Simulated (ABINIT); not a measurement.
# PbSe (Clausthalite) (Fm-3m) in ABINIT: a series of runs, part 2 of 2

ABINIT 10.8.3 (patched build).

### Step 5. Band structure, revPBE

Contents of run.abi:

```
# Datasets: ground state, then fixed potential
ndtset 2

# Pseudopotentials
pp_dirpath "./"
pseudos "Pb.GGA_PBE-JTH_sp.xml, Se.GGA_PBE-JTH.xml"

# Structure
acell 3*1.0 Angstrom
rprim
     0.0000000000     3.0606500000     3.0606500000
     3.0606500000     0.0000000000     3.0606500000
     3.0606500000     3.0606500000     0.0000000000
ntypat 2
znucl 82 34
natom 2
typat 1 2
xred
     0.0000000000     0.0000000000     0.0000000000
     0.5000000000     0.5000000000     0.5000000000

# Plane-wave basis
ecut 15.0
pawecutdg 30.0

# Exchange and correlation
ixc 14

# Bands and occupations
occopt 3
tsmear 0.05 eV

# SCF cycle
nstep 100

# Output
iomode 3
prtwf 0
prteig 0
prtebands 0
prtden1 1
prtvha1 1
prtvclmb1 1
prtpot1 1

# Dataset 1
kptopt1 1
ngkpt1 8 8 8
nshiftk1 1
shiftk1 0.0 0.0 0.0
nband1 9
tolvrs1 1.0e-9

# Dataset 2: bands along G-X-W-K-G-L-U-W-L-K
iscf2 -2
getden2 1
nband2 13
nbdbuf2 2
tolwfr2 1.0e-12
kptopt2 -9
ndivsm2 8
prteig2 1
prtvol2 -3
kptbounds2
     0.0000000000     0.0000000000     0.0000000000
     0.5000000000     0.0000000000     0.5000000000
     0.5000000000     0.2500000000     0.7500000000
     0.3750000000     0.3750000000     0.7500000000
     0.0000000000     0.0000000000     0.0000000000
     0.5000000000     0.5000000000     0.5000000000
     0.6250000000     0.2500000000     0.6250000000
     0.5000000000     0.2500000000     0.7500000000
     0.5000000000     0.5000000000     0.5000000000
     0.3750000000     0.3750000000     0.7500000000
```

Potentials or basis: JTH PAW PBE v2.0 sp.

Started as:

```sh
> abinit run.abi > log 2>&1
```

run.abo:

```text
.Version 10.8.3 of ABINIT
 DATASET    1 : space group Fm -3 m (#225); Bravais cF (face-center cubic)
================================================================================
 Values of the parameters that define the memory need for DATASET  1.
     intxc =       0    ionmov =       0      iscf =      17    lmnmax =      13
     lnmax =       5     mgfft =      30  mpssoang =       3    mqgrid =    3001
     natom =       2  nloc_mem =       2    nspden =       1   nspinor =       1
    nsppol =       1      nsym =      48    n1xccc =       1    ntypat =       2
    occopt =       3   xclevel =       2
       mpw =        1084          nfft =       27000          nkpt =          29
 PAW method is used; the additional fine FFT grid is defined by:
   mgfftf=        45    nfftf =     91125
================================================================================
================================================================================

 DATASET    2 : space group Fm -3 m (#225); Bravais cF (face-center cubic)
================================================================================
 Values of the parameters that define the memory need for DATASET  2.
     intxc =       0    ionmov =       0      iscf =      -2    lmnmax =      13
     lnmax =       5     mgfft =      30  mpssoang =       3    mqgrid =    3001
     natom =       2  nloc_mem =       2    nspden =       1   nspinor =       1
    nsppol =       1      nsym =      48    n1xccc =       1    ntypat =       2
    occopt =       3   xclevel =       2
[... 1212 lines left out ...]
  -0.48341   -0.23357   -0.06306   -0.06306   -0.03376    0.12201    0.18125    0.18125
[... 386 lines left out ...]
  -0.44163   -0.29547   -0.13526   -0.07622   -0.05837    0.10923    0.13062    0.18995
   0.25245    0.32905    0.33929    0.36809    0.37536
 kpt# 136, nband= 13, wtk=  1.00000, kpt=  0.4018  0.4018  0.6964 (reduced coord)
  -0.44081   -0.29261   -0.14290   -0.07990   -0.06375    0.11787    0.13822    0.19833
   0.24426    0.33397    0.34049    0.36567    0.37398
 kpt# 137, nband= 13, wtk=  1.00000, kpt=  0.3929  0.3929  0.7143 (reduced coord)
  -0.44014   -0.28983   -0.14914   -0.08326   -0.06862    0.12562    0.14551    0.20516
   0.23643    0.33928    0.34235    0.36344    0.37239
 kpt# 138, nband= 13, wtk=  1.00000, kpt=  0.3839  0.3839  0.7321 (reduced coord)
  -0.43967   -0.28724   -0.15380   -0.08628   -0.07300    0.13235    0.15237    0.21050
   0.22909    0.34418    0.34479    0.36181    0.37055
 kpt# 139, nband= 13, wtk=  1.00000, kpt=  0.3750  0.3750  0.7500 (reduced coord)
  -0.43945   -0.28492   -0.15674   -0.08893   -0.07689    0.13796    0.15872    0.21423
   0.22246    0.34769    0.34785    0.36132    0.36845

== END DATASET(S) ==============================================================
================================================================================

 -outvars: echo values of variables after computation  --------
            acell      1.8897261259E+00  1.8897261259E+00  1.8897261259E+00 Bohr
           etotal1    -1.3248288473E+01
            fcart1    -0.0000000000E+00 -0.0000000000E+00 -0.0000000000E+00
                      -0.0000000000E+00 -0.0000000000E+00 -0.0000000000E+00
            rprim      0.0000000000E+00  3.0606500000E+00  3.0606500000E+00
                       3.0606500000E+00  0.0000000000E+00  3.0606500000E+00
                       3.0606500000E+00  3.0606500000E+00  0.0000000000E+00
           strten1    -1.2552748105E-04 -1.2552748105E-04 -1.2552748105E-04
                       0.0000000000E+00  0.0000000000E+00  0.0000000000E+00
           xangst      0.0000000000E+00  0.0000000000E+00  0.0000000000E+00
                       3.0606500000E+00  3.0606500000E+00  3.0606500000E+00
             xred      0.0000000000E+00  0.0000000000E+00  0.0000000000E+00
                       5.0000000000E-01  5.0000000000E-01  5.0000000000E-01
 Calculation completed.
```

Wall time 37 s (1 thread of Arm Neoverse V2, shared host); peak memory 0.13 GiB.

What came out:

```yaml
Free_energy: -360.5043 eV
Pressure: 3.7 GPa
Band_gap_on_the_k_mesh: 0.37 eV, direct
Band_gap_along_the_path: 0.37 eV, direct
Valence_electrons_inside_the_program's_atomic_spheres: Pb 2.52; Se 3.92
```

Levels at the corners of the path, in eV from the valence-band top:
| point | band 2 | band 3 | band 4 | band 5 | band 6 | band 7 | band 8 | band 9 |
| --- | --- | --- | --- | --- | --- | --- | --- | --- |
| Γ | -6.29 | -1.83 | -1.83 | -1.83 | 4.77 | 4.77 | 4.77 | 6.27 |
| X | -7.39 | -4.96 | -3.20 | -3.20 | 3.72 | 5.68 | 5.68 | 6.14 |
| W | -8.02 | -4.21 | -4.21 | -0.79 | 1.92 | 5.05 | 5.05 | 7.48 |
| K | -8.04 | -4.56 | -2.71 | -2.38 | 3.46 | 4.03 | 5.54 | 5.76 |
| Γ | -6.29 | -1.83 | -1.83 | -1.83 | 4.77 | 4.77 | 4.77 | 6.27 |
| L | -8.81 | -1.48 | -1.48 | 0.00 | 0.37 | 1.73 | 1.73 | 8.06 |
| U | -8.04 | -4.56 | -2.71 | -2.38 | 3.46 | 4.03 | 5.54 | 5.76 |
| W | -8.02 | -4.21 | -4.21 | -0.79 | 1.92 | 5.05 | 5.05 | 7.48 |
| L | -8.81 | -1.48 | -1.48 | 0.00 | 0.37 | 1.73 | 1.73 | 8.06 |
| K | -8.04 | -4.56 | -2.71 | -2.38 | 3.46 | 4.03 | 5.54 | 5.76 |

Caveat: the PAW data sets were made with another functional, which shifts forces and pressure a little; spin-orbit coupling is left out, which as a rule narrows the gap of such compounds by several tenths of an eV; this set keeps more shells in the core, which shifts pressures and gaps.

### Step 6. Band structure, HLE16

run.abi: that of step 5 with these lines changed.

```diff
@@ -1,9 +1,6 @@
-# Datasets: ground state, then fixed potential
 ndtset 2
 
-# Pseudopotentials
 pp_dirpath "./"
-pseudos "Pb.GGA_PBE-JTH_sp.xml, Se.GGA_PBE-JTH.xml"
+pseudos "Pb.GGA_PBE-JTH.xml, Se.GGA_PBE-JTH.xml"
 
-# Structure
 acell 3*1.0 Angstrom
@@ -21,17 +18,12 @@
 
-# Plane-wave basis
-ecut 15.0
-pawecutdg 30.0
+ecut 17.0
+pawecutdg 34.0
 
-# Exchange and correlation
-ixc 14
+ixc -545
 
-# Bands and occupations
 occopt 3
-tsmear 0.05 eV
+tsmear 0.00183747
 
-# SCF cycle
 nstep 100
 
-# Output
 iomode 3
@@ -41,7 +33,3 @@
 prtden1 1
-prtvha1 1
-prtvclmb1 1
-prtpot1 1
 
-# Dataset 1
 kptopt1 1
@@ -50,9 +38,8 @@
 shiftk1 0.0 0.0 0.0
-nband1 9
+nband1 14
 tolvrs1 1.0e-9
 
-# Dataset 2: bands along G-X-W-K-G-L-U-W-L-K
 iscf2 -2
 getden2 1
-nband2 13
+nband2 18
 nbdbuf2 2
@@ -60,5 +47,4 @@
 kptopt2 -9
-ndivsm2 8
+ndivsm2 6
 prteig2 1
-prtvol2 -3
 kptbounds2
```

Potentials or basis: JTH PAW PBE v2.0.

Started as:

```sh
> abinit run.abi > log 2>&1
```

run.abo:

```text
.Version 10.8.3 of ABINIT
 DATASET    1 : space group Fm -3 m (#225); Bravais cF (face-center cubic)
================================================================================
 Values of the parameters that define the memory need for DATASET  1.
     intxc =       0    ionmov =       0      iscf =       7    lmnmax =      18
     lnmax =       6     mgfft =      32  mpssoang =       3    mqgrid =    3001
     natom =       2  nloc_mem =       2    nspden =       1   nspinor =       1
    nsppol =       1      nsym =      48    n1xccc =       1    ntypat =       2
    occopt =       3   xclevel =       2
       mpw =        1314          nfft =       32768          nkpt =          29
 PAW method is used; the additional fine FFT grid is defined by:
   mgfftf=        45    nfftf =     91125
================================================================================
================================================================================

 DATASET    2 : space group Fm -3 m (#225); Bravais cF (face-center cubic)
[... 1492 lines left out ...]
  -0.03232   -0.02128    0.19886    0.21384    0.26804    0.31756    0.47432    0.47680
   0.53802    0.56871

== END DATASET(S) ==============================================================
================================================================================

 -outvars: echo values of variables after computation  --------
            acell      1.8897261259E+00  1.8897261259E+00  1.8897261259E+00 Bohr
           etotal1    -7.4800379850E+01
            fcart1    -0.0000000000E+00 -0.0000000000E+00 -0.0000000000E+00
                      -0.0000000000E+00 -0.0000000000E+00 -0.0000000000E+00
            rprim      0.0000000000E+00  3.0606500000E+00  3.0606500000E+00
                       3.0606500000E+00  0.0000000000E+00  3.0606500000E+00
                       3.0606500000E+00  3.0606500000E+00  0.0000000000E+00
           strten1     1.9389269082E-04  1.9389269082E-04  1.9389269082E-04
                       0.0000000000E+00  0.0000000000E+00  0.0000000000E+00
           xangst      0.0000000000E+00  0.0000000000E+00  0.0000000000E+00
                       3.0606500000E+00  3.0606500000E+00  3.0606500000E+00
             xred      0.0000000000E+00  0.0000000000E+00  0.0000000000E+00
                       5.0000000000E-01  5.0000000000E-01  5.0000000000E-01
 Calculation completed.
```

Run time: 78 s. Hardware: 1 thread of Arm Neoverse V2, shared host; peak memory 0.14 GiB.

Results:

| Quantity | Value |
| --- | --- |
| Free energy | -2035.4220 eV |
| Band gap on the k mesh | 1.42 eV, direct |
| Valence electrons inside the program's atomic spheres | Pb 11.48; Se 4.26 |

Levels at the corners of the path, in eV from the valence-band top:
```csv
point,band 8,band 9,band 10,band 11,band 12,band 13
Γ,-1.56,-1.56,-1.56,5.25,5.25,5.25
X,-4.11,-2.68,-2.68,5.47,5.95,5.95
W,-3.47,-3.47,-0.69,2.65,5.67,5.67
K,-3.76,-2.24,-1.94,4.06,4.46,5.94
Γ,-1.56,-1.56,-1.56,5.25,5.25,5.25
L,-1.23,-1.23,0.00,1.42,2.50,2.50
U,-3.76,-2.24,-1.94,4.06,4.46,5.94
W,-3.47,-3.47,-0.69,2.65,5.67,5.67
L,-1.23,-1.23,0.00,1.42,2.50,2.50
K,-3.76,-2.24,-1.94,4.06,4.46,5.94
```

Caveat: the cutoff is too short for stress, so the log's stress isn't used; the potentials were made for a functional far from this one; the potentials were made for another functional, which shifts forces and pressure; spin-orbit coupling is left out, which as a rule narrows the gap of such compounds by several tenths of an eV.

### Step 7. The runs side by side

| task | level | potentials or basis | cutoff (eV) | fine-grid cutoff | gap on the mesh (eV) | pressure (GPa) |
| --- | --- | --- | --- | --- | --- | --- |
| band structure | PW91 | JTH PAW PBE v2.0 | 463 | 925.187 eV | 0.29 | - |
| equation of state | LDA | JTH PAW LDA v2.0 | 463 | 925.187 eV | - | - |
| band structure | LDA-Teter | JTH PAW LDA v2.0 sp | 408 | 816.342 eV | 0.20 | -2.0 |
| band structure | revPBE | JTH PAW PBE v2.0 sp | 408 | 816.342 eV | 0.37 | 3.7 |
| band structure | HLE16 | JTH PAW PBE v2.0 | 463 | 925.187 eV | 1.42 | - |

Alike in all rows: no spin polarisation; cell as given; k mesh 8 × 8 × 8; smearing fermi-dirac 0.05 eV.

Caveats: spin-orbit coupling is left out, which as a rule narrows the gap of such compounds by several tenths of an eV (some runs); the PAW data sets were made with another functional, which shifts forces and pressure a little (some runs); this set keeps more shells in the core, which shifts pressures and gaps (some runs); pressures at fixed basis lie under the slope of the energies (some runs); the potentials were made for a functional far from this one (some runs); the potentials were made for another functional, which shifts forces and pressure (some runs).

Absolute energies hang on the potentials; compare differences alone.

### Step 8. Comparison with measurements

Step 2. Measured gap of PbSe: 0.28 eV (direct; 300 K; a printed reference work, monograph). This calculation gives 0.29 eV (+0.01 eV). 2 values of this kind are on record (0.15 to 0.28 eV); this one was drawn at random. Spin-orbit coupling on Pb, Se is left out. The value is that of PW91 on a finite k mesh, which can miss the band edges, without temperature or zero-point motion.

Step 3. The cell as given is a measured one (28.67 Å³/atom); LDA puts the equilibrium volume -3.9 % from it, thermal expansion not counted.

Step 4. Measured gap of PbSe: 0.28 eV (direct; 300 K; a printed reference work, monograph). This calculation gives 0.20 eV (-0.08 eV). 2 values of this kind are on record (0.15 to 0.28 eV); this one was drawn at random. Spin-orbit coupling on Pb, Se is left out. The value is that of LDA-Teter, without temperature or zero-point motion. Semilocal functionals fall short of measured gaps as a rule.

Step 5. A measured gap of PbSe is 0.15 eV (direct; 4.2 K; a printed reference work, monograph); the calculated 0.37 eV misses it by +0.22 eV. 2 values of this kind are on record (0.15 to 0.28 eV); this one was drawn at random. Spin-orbit coupling on Pb, Se is left out. The value is that of revPBE, without temperature or zero-point motion.
